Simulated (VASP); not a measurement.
# Ti: molecular dynamics with a thermostat

Ti, P6_3/mmc (no. 194), 8 atoms in the cell. PBE, molecular dynamics; PAW potentials Ti (PBE set).

Ensemble: Nose-Hoover; Target temperature (K): 1600.

## Input

INCAR:
```
SYSTEM = Ti
GGA = PE ; PREC = Normal
ENCUT = 200 ; EDIFF = 1E-6
NELMIN = 4 ; NELM = 60
ALGO = Fast ; LREAL = Auto
LASPH = .True. ; ISMEAR = -1
SIGMA = 0.069 ; ISYM = 0
LWAVE = .False. ; LCHARG = .False.
IBRION = 0 ; NSW = 60
POTIM = 3.0 ; TEBEG = 1600
ISIF = 2 ; RANDOM_SEED = 190433 0 0
MDALGO = 2 ; SMASS = 0
KPAR = 2
```

KPOINTS:
```
k-points
0
Gamma
  2 3 3
```

POSCAR:
```
Ti
1.0
    5.9000000000      0.0000000000      0.0000000000
    0.0000000000      5.1095498824      0.0000000000
    0.0000000000      0.0000000000      4.6800000000
Ti
8
Direct
    0.2500000000      0.1666666666      0.7500000000
    0.7500000000      0.1666666666      0.7500000000
    0.0000000001      0.6666666666      0.7500000000
    0.5000000000      0.6666666666      0.7500000000
    0.0000000000      0.3333333334      0.2500000000
    0.5000000000      0.3333333334      0.2500000000
    0.2500000000      0.8333333333      0.2500000000
    0.7500000000      0.8333333333      0.2500000000
```

Commands:
```
cat potpaw_PBE.64/Ti/POTCAR > POTCAR
mpirun -np 2 vasp_std > vasp.out
```

## Result

- Mean temperature (K): 1662
- Standard error of the mean temperature (K): 251
- Relative fluctuation of the kinetic energy: 0.477
- Canonical value of that fluctuation: 0.309
- Rise of the mean potential energy above the start (meV/atom): 207.5
- Electronic steps per ionic step after the first: 8.6

Course of the run:

| Time (fs) | Temperature (K) | Potential energy less the first (meV/atom) |
|---|---|---|
| 3 | 1600 | 0.0 |
| 18 | 1267 | 39.2 |
| 30 | 725 | 110.7 |
| 45 | 501 | 161.2 |
| 57 | 1136 | 143.9 |
| 72 | 2918 | 137.2 |
| 84 | 3668 | 200.3 |
| 99 | 1747 | 387.1 |
| 111 | 1130 | 424.8 |
| 126 | 1702 | 336.8 |
| 138 | 1949 | 281.6 |
| 153 | 1888 | 226.9 |
| 165 | 1604 | 199.3 |
| 180 | 1250 | 179.5 |

REPORT:
```
MDALGO =   2
               SCALING =       0
                 CNEXP =     9.000   14.000
           RANDOM_SEED =            190433                0                0

   original number of atomic DOF:         21
   number of independent constraints:      0
   number of active DOF:                  21

========================================
         MD step No.       1
========================================

  Atomic velocities initialized by STEP_tb

  >Energies
                    E_tot             E_pot             E_kin               EPS                ES
   e_b>   -0.60639122E+02   -0.62087033E+02    0.14479110E+01    0.00000000E+00    0.00000000E+00

  >Temperature
               T_sim     T_inst
   tmprt>   1600.000   1600.210

  >Thermostat:
           s(n+1) sdot(n+1)      s(n)   sdot(n)        Qs
   s_b>   0.00000   0.00000   0.00000   0.00000   0.58547

           RANDOM_SEED =            190433               48                0

[... steps left out ...]

========================================
         MD step No.      60
========================================

  >Energies
                    E_tot             E_pot             E_kin               EPS                ES
   e_b>   -0.60639459E+02   -0.60651055E+02    0.11309134E+01    0.12414573E+00   -0.12434634E+01

  >Temperature
               T_sim     T_inst
   tmprt>   1600.000   1249.869

  >Thermostat:
           s(n+1) sdot(n+1)      s(n)   sdot(n)        Qs
   s_b>  -0.39838   0.02962  -0.42946   0.03253   0.58547

           RANDOM_SEED =            190433               48                0
```

OSZICAR:
```
N       E                     dE             d eps       ncg     rms          rms(c)
DAV:   1     0.428247989076E+02    0.42825E+02   -0.56401E+03   420   0.610E+02
DAV:   2    -0.556732343982E+02   -0.98498E+02   -0.94441E+02   420   0.181E+02
DAV:   3    -0.702754374237E+02   -0.14602E+02   -0.13729E+02   654   0.530E+01
DAV:   4    -0.710054212577E+02   -0.72998E+00   -0.69530E+00   632   0.136E+01
DAV:   5    -0.710322596277E+02   -0.26838E-01   -0.26507E-01   651   0.173E+00    0.295E+01
RMM:   6    -0.629304732758E+02    0.81018E+01   -0.15533E+01   420   0.345E+01    0.792E+00
RMM:   7    -0.619928143522E+02    0.93766E+00   -0.84575E+00   420   0.173E+01    0.229E+00
RMM:   8    -0.620381512807E+02   -0.45337E-01   -0.13492E+00   432   0.937E+00    0.139E+00
RMM:   9    -0.620741833329E+02   -0.36032E-01   -0.54162E-01   492   0.312E+00    0.390E-01
RMM:  10    -0.620929544731E+02   -0.18771E-01   -0.17348E-01   541   0.144E+00    0.531E-01
[... 47 further cycles ...]
RMM:  29    -0.620750051071E+02   -0.15597E-05   -0.15608E-05   102   0.207E-03    0.272E-03
RMM:  30    -0.620750062893E+02   -0.11822E-05   -0.11839E-05   100   0.205E-03    0.290E-03
[... left out ...]
[... last step whole ...]
       N       E                     dE             d eps       ncg     rms          rms(c)
DAV:   1    -0.606510234512E+02   -0.22647E-01   -0.33797E-02   822   0.123E+00    0.259E-02
RMM:   2    -0.606510639536E+02   -0.40502E-04   -0.91935E-04   421   0.215E-01    0.372E-02
RMM:   3    -0.606510502452E+02    0.13708E-04   -0.16486E-04   449   0.921E-02    0.115E-02
RMM:   4    -0.606510534056E+02   -0.31604E-05   -0.58815E-05   524   0.307E-02    0.776E-03
RMM:   5    -0.606510546904E+02   -0.12849E-05   -0.20711E-05   533   0.194E-02    0.612E-03
RMM:   6    -0.606510545883E+02    0.10218E-06   -0.58223E-06   396   0.119E-02
     60 T=  1250. E= -.60639459E+02 F= -.60651055E+02 E0= -.60547411E+02  EK= 0.11309E+01 SP= -.12E+01 SK= 0.12E+00
```

Limits: 180 fs of 8 atoms are too short for converged averages; the cell is only 4.7 Å across, so each atom moves in step with near copies of itself.

VASP 6.6.1 took 398 s on 2 cores (Intel Xeon Platinum 8488C (Sapphire Rapids)), a shared host.
